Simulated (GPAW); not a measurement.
# CdS (Fm-3m) in GPAW: convergence with basis set

Aim: find how far basis set must go before the results for CdS settle, at PBE. This setting moves, with any that are tied to it; all else stays.

Program: GPAW 26.7.0. These are calculated values, not measurements. Logs are shortened: lines on timing, memory, paths and dates and some standing lists are left out, and cuts for length are marked. The log counts tension as positive stress, the text compression.

## (1) The structure

Symmetry: Fm-3m, No. 225, cubic system. The conventional cell has a = 5.506 Å, b = 5.506 Å, c = 5.506 Å, α = 90.00°, β = 90.00°, γ = 90.00°. Around Cd (site symmetry m-3m) lie 6 S at 2.75 Å. Around S (site symmetry m-3m) lie 6 Cd at 2.75 Å.

Measurements of this composition are mostly on another form, of space group No. 186.

## (2) With basis set lcao:sz(dzp)

run.py reads:

```python
from ase.dft.bandgap import bandgap
from ase.io import read, write
from gpaw import GPAW

atoms = read('POSCAR')

calc = GPAW(mode='lcao',
            h=0.16,
            basis='sz(dzp)',
            xc='PBE',
            kpts={'size': (8, 8, 8), 'gamma': True},
            occupations={'name': 'fermi-dirac', 'width': 0.05},
            convergence={'density': 1e-05, 'energy': 1e-05},
            maxiter=100,
            txt='gpaw.txt')
atoms.calc = calc
energy = atoms.get_potential_energy()
forces = atoms.get_forces()
calc.write('gs.gpw')
write('result.traj', atoms)
print(f'Energy: {energy:.6f} eV')
print('Forces (eV/A):')
print(forces.round(4))
print('Fermi level:', round(calc.get_fermi_level(), 4), 'eV')
print(f'Gap: {bandgap(calc)[0]:.4f} eV, direct: {bandgap(calc, direct=True)[0]:.4f} eV')
```

POSCAR reads:

```
CdS
1.0
    0.0000000000      2.7532440000      2.7532440000
    2.7532440000      0.0000000000      2.7532440000
    2.7532440000      2.7532440000      0.0000000000
Cd S
1 1
Direct
    0.0000000000      0.0000000000      0.0000000000
    0.5000000000      0.5000000000      0.5000000000
```

Potentials or basis: GPAW PAW data sets (gpaw-data 1.2.1), lcao:sz(dzp).

The run is started by

```
$ OMP_NUM_THREADS=1 python run.py
```

gpaw.txt:

```text
__  _  _
 | _ |_)|_||  |
 |__||  | ||/\| - 26.7.0

Input parameters:
  mode=LCAO(),
  basis={'default': 'sz(dzp)'},
  convergence={'density': 1e-05, 'energy': 1e-05},
  h=0.16,
  kpts=MonkhorstPack(size=(8, 8, 8), gamma=True),
  maxiter=100,
  occupations=Occupations(name='fermi-dirac', width=0.05),
  xc=XC(name='PBE')

                S

       Cd

Atoms  # Å, Bohr magnetons
|   | symbol |        x |        y |        z |    initial magnetic moments |
|---|--------|----------|----------|----------|-----------------------------|
| 0 |     Cd | 0.000000 | 0.000000 | 0.000000 | ( 0.0000,  0.0000,  0.0000) |
| 1 |      S | 2.753244 | 2.753244 | 2.753244 | ( 0.0000,  0.0000,  0.0000) |

Unit cell  # Å
| periodic |        x |        y |        z |  lengths |    angles |
|----------|----------|----------|----------|----------|-----------|
|      yes | 0.000000 | 2.753244 | 2.753244 | 3.893675 | 60.000000 |
|      yes | 2.753244 | 0.000000 | 2.753244 | 3.893675 | 60.000000 |
|      yes | 2.753244 | 2.753244 | 0.000000 | 3.893675 | 60.000000 |

Number of symmetries: 48
Symmetry operations  # r_c * U_cc + t_c -> r_c
|    | kind |            matrix            |
|----|------|------------------------------|
|  0 |  σ   |  1, 0, 0,  1, 0,-1,  1,-1, 0 |
|  1 |  C2  |  1, 0, 0,  1,-1, 0,  1, 0,-1 |
|  2 |  E   |  1, 0, 0,  0, 1, 0,  0, 0, 1 |
|  3 |  σ   |  1, 0, 0,  0, 0, 1,  0, 1, 0 |
|  4 |  C4  |  1, 0,-1,  1, 0, 0,  1,-1, 0 |
|  5 |  S6  |  1, 0,-1,  1,-1, 0,  1, 0, 0 |
|  6 |  σ   |  1, 0,-1,  0, 1,-1,  0, 0,-1 |
|  7 |  C3  |  1, 0,-1,  0, 0,-1,  0, 1,-1 |
|  8 |  S6  |  1,-1, 0,  1, 0, 0,  1, 0,-1 |
|  9 |  C4  |  1,-1, 0,  1, 0,-1,  1, 0, 0 |
| 10 |  C3  |  1,-1, 0,  0,-1, 1,  0,-1, 0 |
| 11 |  σ   |  1,-1, 0,  0,-1, 0,  0,-1, 1 |
| 12 |  σ   |  0, 1, 0,  1, 0, 0,  0, 0, 1 |
| 13 |  C4  |  0, 1, 0,  0, 1,-1, -1, 1, 0 |
| 14 |  C3  |  0, 1, 0,  0, 0, 1,  1, 0, 0 |
| 15 |  S6  |  0, 1, 0, -1, 1, 0,  0, 1,-1 |
| 16 |  C2  |  0, 1,-1,  1, 0,-1,  0, 0,-1 |
[... 17 lines left out ...]
| 34 |  S4  |  0,-1, 0,  0,-1, 1,  1,-1, 0 |
| 35 |  C2  |  0,-1, 0, -1, 0, 0,  0, 0,-1 |
| 36 |  C2  | -1, 1, 0,  0, 1, 0,  0, 1,-1 |
| 37 |  S6  | -1, 1, 0,  0, 1,-1,  0, 1, 0 |
| 38 |  S4  | -1, 1, 0, -1, 0, 1, -1, 0, 0 |
| 39 |  C3  | -1, 1, 0, -1, 0, 0, -1, 0, 1 |
| 40 |  S6  | -1, 0, 1,  0, 0, 1,  0,-1, 1 |
| 41 |  C2  | -1, 0, 1,  0,-1, 1,  0, 0, 1 |
| 42 |  C3  | -1, 0, 1, -1, 1, 0, -1, 0, 0 |
| 43 |  S4  | -1, 0, 1, -1, 0, 0, -1, 1, 0 |
| 44 |  C2  | -1, 0, 0,  0, 0,-1,  0,-1, 0 |
| 45 |  i   | -1, 0, 0,  0,-1, 0,  0, 0,-1 |
| 46 |  σ   | -1, 0, 0, -1, 1, 0, -1, 0, 1 |
| 47 |  C2  | -1, 0, 0, -1, 0, 1, -1, 1, 0 |

BZ-sampling:
  Number of BZ points: 512
  Number of IBZ points: 29

  Monkhorst-Pack size: [8, 8, 8]
  Monkhorst-Pack shift: [0.0625, 0.0625, 0.0625]

K-points  # in reciprocal-cell coordinates
|     |                                coordinates |     weight |
|-----|--------------------------------------------|------------|
|   0 | (  0.00000000,   0.00000000,   0.00000000) | 0.00195312 |
|   1 | (  0.12500000,   0.12500000,   0.00000000) | 0.01171875 |
|   2 | (  0.12500000,   0.12500000,   0.12500000) | 0.01562500 |
|   3 | (  0.25000000,   0.12500000,   0.12500000) | 0.02343750 |
|   4 | (  0.25000000,   0.25000000,   0.00000000) | 0.01171875 |
|   5 | (  0.25000000,   0.25000000,   0.12500000) | 0.04687500 |
|   6 | (  0.25000000,   0.25000000,   0.25000000) | 0.01562500 |
|   7 | (  0.37500000,   0.25000000,  -0.37500000) | 0.04687500 |
|   8 | (  0.37500000,   0.25000000,   0.12500000) | 0.04687500 |
|   9 | (  0.37500000,   0.25000000,   0.25000000) | 0.04687500 |
| ... |                                            |            |
|  28 | (  0.50000000,   0.50000000,   0.50000000) | 0.00781250 |

basis functions: 13
Spin-components: 1 (collinear spins)
[... 256 lines left out ...]
        l=0, rc=8.5781 Bohr: 5s-sz confined orbital
        l=1, rc=12.6406 Bohr: 5p-sz confined orbital
        l=2, rc=4.9062 Bohr: 4d-sz confined orbital
      Number of RI-basis functions 0

  S:
    name:    Sulfur
    Z:       16.0
    valence: 6
    core:    10
    charge:  0.0  # [|e|]
    compensation charges:
      type: gauss
      rc: 0.24  # [Å]
      lmax: 2
    cutoffs:
      filter: 1.77  # [Å]
      core: 1.66  # [Å]
    projectors
    | kind |    occ | energy [eV] | rcut [Å] |
    |------|--------|-------------|----------|
    |   3s |  2.000 |     -17.254 |    0.974 |
    |   3p |  4.000 |      -7.008 |    0.979 |
    |    s |        |       9.957 |    0.974 |
    |    p |        |      20.203 |    0.979 |
    |    d |        |       0.000 |    0.900 |

    LCAO basis set for S:
      Name: sz(dzp)
      File: <dir>
      Number of radial functions: 2
      Number of spherical harmonics: 4
        l=0, rc=5.5156 Bohr: 3s-sz confined orbital
        l=1, rc=6.9375 Bohr: 3p-sz confined orbital
      Number of RI-basis functions 0

Reference energy: -163030.738234  # eV

eigensolver:
  <gpaw.new.lcao.eigensolver.LCAOEigensolver object>
density mixing:
  MSR1-Mixer
  Pratt-step length: 0.05
  Maximum mixing coefficient: 0.75
  Old densities: 10
  SVD Regularization: 0.005
  Good broyden scale: 1.0
  Trust region scale: 1.0
  Backstep threshold: 4.0
  History deletion threshold: 6.0
  Fourier metric: weight=20.0, sigma=0.015

occupation numbers:
  Fermi-Dirac:
    width: 0.0500  # eV

FastPoissonSolver using
    Stencil: 12*3+1=37 point O(h^6) finite-difference Laplacian
    FFT axes: [np.int64(0), np.int64(1), np.int64(2)]
    FST axes: []

xc functional:
  name: PBE with 2 nearest neighbor stencil
interpolation: tri-quintic # 5. degree polynomial

convergence criteria:
- Maximum integral of absolute [dens]ity change: 1e-05 electrons / valence electron
- Maximum [total energy] change in last 3 cyles: 1e-05 eV / valence electron
- Maximum integral of absolute [eigenst]ate change: 4e-08 eV^2 / valence electron
maximum number of iterations: 100

SCF iterations
|iter     | |      energy | eigst |  dens |
|---------|-|-------------|-------|-------|
|iter:   1| |   -5.111204 |      c|       |
|iter:   2| |   -5.074523 |      c| -1.21 |
|iter:   3| |   -4.919040 |      c| -1.24 |
|iter:   4| |   -4.918136 |      c| -1.90 |
|iter:   5| |   -4.917983 |      c| -2.36 |
|iter:   6| |   -4.917983c|      c| -4.48 |
|iter:   7| |   -4.917983c|      c| -4.89 |
|iter:   8| |   -4.917983c|      c| -6.36c|

Converged in 8 steps
Energy contributions relative to reference atoms: (reference = -163030.738234)

Energy contributions:
  Kinetic:          39.205792
  Coulomb:         -33.967381
  Zero:              0.085513
  External:          0.000000
  Xc:              -10.241888
  Entropy:          -0.000038
  Spinorbit:         0.000000
  ----------------------------
  Free energy:      -4.918002
  Extrapolated:     -4.917983

dipole moment: (-17.880369, -17.880369, -17.880369)  # |e|*Ang

Fermi level: 6.021
Eigenvalues  # (at kpt = [0.000, 0.000, 0.000])
| band index |      eig [eV] | occ [0-2] |
|------------|---------------|-----------|
|          0 |        -7.137 |     2.000 |
|          1 |        -1.457 |     2.000 |
|          2 |        -1.457 |     2.000 |
|          3 |        -1.436 |     2.000 |
|          4 |        -1.436 |     2.000 |
|          5 |        -1.434 |     2.000 |
|          6 |         4.864 |     2.000 |
|          7 |         4.864 |     2.000 |
|          8 |         4.865 |     2.000 |
|          9 |         6.408 |     0.001 |
|         10 |        17.201 |     0.000 |
|         11 |        17.201 |     0.000 |
|         12 |        17.201 |     0.000 |

Gap: 0.671 eV
Transition (v -> c):
  (s=0, k=28, n=8, [0.50, 0.50, 0.50]) -> (s=0, k=24, n=9, [0.50, 0.50, 0.00])
Direct/indirect transitions are different
Direct gap: 1.542 eV
Transition at: (s=0, k=0, n=8, [0.00, 0.00, 0.00])

Forces  # eV/Ang
|       x |        y |        z |
|---------|----------|----------|
| 0.00000 | -0.00000 | -0.00000 |  # Cd   0
| 0.00000 | -0.00000 | -0.00000 |  # S    1

# Writing to gs.gpw (mode='')
```

Run time: 48 s. Hardware: 1 thread of Arm Neoverse V1, shared host; peak memory 0.18 GiB.

What came out:

```yaml
Free_energy: -4.9180 eV
Band_gap_on_the_k_mesh: 0.67 eV, indirect (least direct gap 1.54 eV)
```

## (3) With basis set lcao:szp(dzp)

Changes to run.py since step 2:

```diff
@@ -8,3 +8,3 @@
             h=0.16,
-            basis='sz(dzp)',
+            basis='szp(dzp)',
             xc='PBE',
```

POSCAR is that of step 2.

Potentials or basis: GPAW PAW data sets (gpaw-data 1.2.1), lcao:szp(dzp).

The run is started by

```
$ OMP_NUM_THREADS=1 python run.py
```

Run time: 85 s. Hardware: 1 thread of Arm Neoverse V1, shared host; peak memory 0.19 GiB.

Results:

| Item | Value |
| --- | --- |
| Free energy | -5.2519 eV |
| Band gap on the k mesh | 0.23 eV, indirect (least direct gap 1.51 eV) |

## (4) With basis set lcao:dz(dzp)

Changes to run.py since step 3:

```diff
@@ -8,3 +8,3 @@
             h=0.16,
-            basis='szp(dzp)',
+            basis='dz(dzp)',
             xc='PBE',
```

POSCAR is that of step 3.

Potentials or basis: GPAW PAW data sets (gpaw-data 1.2.1), lcao:dz(dzp).

The run is started by

```
$ OMP_NUM_THREADS=1 python run.py
```

Run time: 70 s. Hardware: 1 thread of Arm Neoverse V1, shared host; peak memory 0.19 GiB.

Results:

* Free energy: -5.2395 eV
* Band gap on the k mesh: 0.69 eV, indirect (least direct gap 1.56 eV)

## (5) With basis set lcao:dzp

Changes to run.py since step 4:

```diff
@@ -8,3 +8,3 @@
             h=0.16,
-            basis='dz(dzp)',
+            basis='dzp',
             xc='PBE',
```

POSCAR is that of step 4.

Potentials or basis: GPAW PAW data sets (gpaw-data 1.2.1), lcao:dzp.

The run is started by

```
$ OMP_NUM_THREADS=1 python run.py
```

It took 1.9 min on 1 thread of Arm Neoverse V1, shared host; peak memory 0.21 GiB.

It converged, with:

```
Free energy            : -5.4940 eV
Band gap on the k mesh : 0.29 eV, indirect (least direct gap 1.54 eV)
```

## (6) With basis set fd

Changes to run.py since step 5:

```diff
@@ -6,5 +6,4 @@
 
-calc = GPAW(mode='lcao',
+calc = GPAW(mode='fd',
             h=0.16,
-            basis='dzp',
             xc='PBE',
@@ -12,2 +11,3 @@
             occupations={'name': 'fermi-dirac', 'width': 0.05},
+            nbands=18,
             convergence={'density': 1e-05, 'energy': 1e-05},
```

POSCAR is that of step 5.

Potentials or basis: GPAW PAW data sets (gpaw-data 1.2.1), fd.

The run is started by

```
$ OMP_NUM_THREADS=1 python run.py
```

Wall time 39 s (1 thread of Arm Neoverse V1, shared host); peak memory 0.26 GiB.

It converged, with:

| Quantity | Value |
| --- | --- |
| Free energy | -6.0791 eV |
| Band gap on the k mesh | 0.24 eV, indirect (least direct gap 1.55 eV) |

## (7) With basis set pw

Changes to run.py since step 6:

```diff
@@ -2,3 +2,4 @@
 from ase.io import read, write
-from gpaw import GPAW
+from ase.units import GPa
+from gpaw import GPAW, PW
 
@@ -6,4 +7,3 @@
 
-calc = GPAW(mode='fd',
-            h=0.16,
+calc = GPAW(mode=PW(600),
             xc='PBE',
@@ -18,2 +18,3 @@
 forces = atoms.get_forces()
+stress = atoms.get_stress()
 calc.write('gs.gpw')
@@ -23,2 +24,3 @@
 print(forces.round(4))
+print('Stress (GPa):', (stress / GPa).round(3))
 print('Fermi level:', round(calc.get_fermi_level(), 4), 'eV')
```

POSCAR is that of step 6.

Potentials or basis: GPAW PAW data sets (gpaw-data 1.2.1), pw.

The run is started by

```
$ OMP_NUM_THREADS=1 python run.py
```

Wall time 17 s (1 thread of Arm Neoverse V1, shared host); peak memory 0.16 GiB.

The run converged. Its results:

| Item | Value |
| --- | --- |
| Free energy | -6.0670 eV |
| Pressure | -0.7 GPa |
| Band gap on the k mesh | 0.24 eV, indirect (least direct gap 1.55 eV) |

## (8) The series at a glance

| basis set | energy less the tightest run, at zero smearing (meV/atom) | gap on the mesh (eV) | SCF cycles | CPU time (s) | peak memory (GiB) |
| --- | --- | --- | --- | --- | --- |
| lcao:sz(dzp) | 574.21 | 0.671 | 8 | 48 | 0.18 |
| lcao:szp(dzp) | 407.55 | 0.230 | 8 | 85 | 0.19 |
| lcao:dz(dzp) | 413.46 | 0.686 | 8 | 69 | 0.19 |
| lcao:dzp | 286.43 | 0.286 | 8 | 110 | 0.21 |
| fd | -6.08 | 0.243 | 10 | 39 | 0.26 |
| pw | 0.00 | 0.242 | 9 | 17 | 0.16 |

Against the tightest run, the gap on the mesh stays within 0.01 eV from fd on. Not settled before the last step: the energy (to 1 meV/atom). The tightest run that finished is the yardstick and may itself not be fully converged.
